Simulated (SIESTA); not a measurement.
Here is a SIESTA 5.4.2 calculation.

File BaS.fdf:

```
SystemName                      BaS
SystemLabel                     BaS
NumberOfSpecies                 2
NumberOfAtoms                   2
%block ChemicalSpeciesLabel
  1  56 Ba
  2  16 S
%endblock ChemicalSpeciesLabel

LatticeConstant                 1.0 Ang
%block LatticeVectors
     0.0000000000     3.1937500000     3.1937500000
     3.1937500000     0.0000000000     3.1937500000
     3.1937500000     3.1937500000     0.0000000000
%endblock LatticeVectors
AtomicCoordinatesFormat         Ang
%block AtomicCoordinatesAndAtomicSpecies
     0.0000000000     0.0000000000     0.0000000000  1
     3.1937500000     3.1937500000     3.1937500000  2
%endblock AtomicCoordinatesAndAtomicSpecies

%block kgrid.MonkhorstPack
    7   0   0  0.0
    0   7   0  0.0
    0   0   7  0.0
%endblock kgrid.MonkhorstPack
XC.Functional                   GGA
XC.Authors                      PBE
PAO.BasisSize                   DZP
PAO.EnergyShift                 0.002 Ry
Mesh.Cutoff                     500 Ry
OccupationFunction              FD
ElectronicTemperature           0.05 eV
MaxSCFIterations                120
SCF.MustConverge                false
SCF.Mixer.Method                Pulay
SCF.Mixer.Weight                0.25
SCF.Mixer.History               8
SCF.DM.Tolerance                5.0e-05
SCF.H.Tolerance                 1.0e-03 eV
WriteForces                     true
Charge.Mulliken                 end
%block PAO.Basis
  Ba 5
  n=5 0 1
    4.539
  n=6 0 2
    9.500 0.000
  n=5 1 1
    5.436
  n=6 1 1
    9.500
  n=5 2 1
    7.000
%endblock PAO.Basis
```

Potentials or basis: PseudoDojo 0.4 standard (PBE files), DZP (energy shift 0.002 Ry; d shell added on Ba).

Run with:

```console
$ siesta < BaS.fdf > BaS.out 2>&1
```

Problem. What does it give for the pressure?

Solution. 1.8 GPa.

Problem. Predict the band gap on the k mesh.

Solution. 2.13 eV, indirect (least direct gap 2.29 eV).

Caveat: this set's barium file shifts pressures by up to 1 GPa against other sets; semicore shells carry a single zeta, which can move pressures by several GPa and volumes by a few percent; spin-orbit coupling is left out, which moves the levels of the heavy elements; an odd mesh through Γ misses points on the zone boundary, where band edges often lie; the basis of atomic orbitals isn't converged, which shifts pressures, moduli and gaps.

The gap isn't set beside the measured one, since this odd mesh misses points on the zone boundary.
